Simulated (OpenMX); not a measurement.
## AlN in OpenMX: the effect of volume scale

AlN:

```
CELL_PARAMETERS angstrom
0.00000 2.09289 2.09289
2.09289 0.00000 2.09289
2.09289 2.09289 0.00000
ATOMIC_POSITIONS crystal
Al 0.00000 0.00000 0.00000
N 0.25000 0.25000 0.25000
```

Measurements of this composition are mostly on another form, of space group No. 186.

Alike in all runs:

```yaml
Program: OpenMX 3.8.5
Task: band structure
Functional: PBE
Potentials_or_basis: OpenMX 2013 PBE set, Al7.0-s2p2d1, N6.0-s2p2d1, grid cutoff 400 Ry
k_mesh: 7 × 7 × 7
Occupations: fermi-dirac, width 0.05 eV
Spin: no spin polarisation
```

```csv
volume scale,pressure (GPa)
0.88,38.9
0.92,24.9
0.96,?
1,4.0
1.04,-3.6
1.08,-10.0
```

**Question.** What does the run with volume scale 0.96 give?

**Answer.** Pressure 13.5 GPa.

Worked out: A parabola through the other rows of the pressure, of slope -266 GPa per unit of volume scale there, gives 13.7 GPa, against the run's 13.5.

Caveats: the basis of atomic orbitals isn't converged, which shifts pressures, moduli and gaps.
